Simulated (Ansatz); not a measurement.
## How settings move the results for Sr

```
Sr
1.0
     0.00000    4.80912    4.80912
     4.80912    0.00000    4.80912
     4.80912    4.80912    0.00000
Sr
2
Direct
  0.00000 0.00000 0.00000
  0.25000 0.25000 0.25000
```

Atoms are numbered in the order listed.

Conventional cell: a = 9.618 Å, b = 9.618 Å, c = 9.618 Å, α = 90.00°, β = 90.00°, γ = 90.00°. Around Sr (atom 1) lie 4 Sr at 4.16 Å.

The structure comes from a relaxation in the same program, started in the diamond type, and has space group Fd-3m. Whether it is a known phase or the ground state wasn't checked.

Method: DFT, PBE, all-electron LAPW, scalar-relativistic (Ansatz 0.2.0).

Numerical set-up: a Γ-centred 11×11×11 k mesh, Fermi–Dirac smearing of 0.08 eV, basis error target 0.25 meV/atom, no spin polarisation. One setting is then changed at a time.

```csv
k mesh,free energy less the base's (meV/atom),P (GPa),cutoff chosen (eV)
11×11×11 (base),0.0,0.01,91
3×3×3,7.9,0.08,91
6×6×6,0.4,0.01,91
8×8×8,0.0,0.01,91
15×15×15,0.0,0.01,91
```
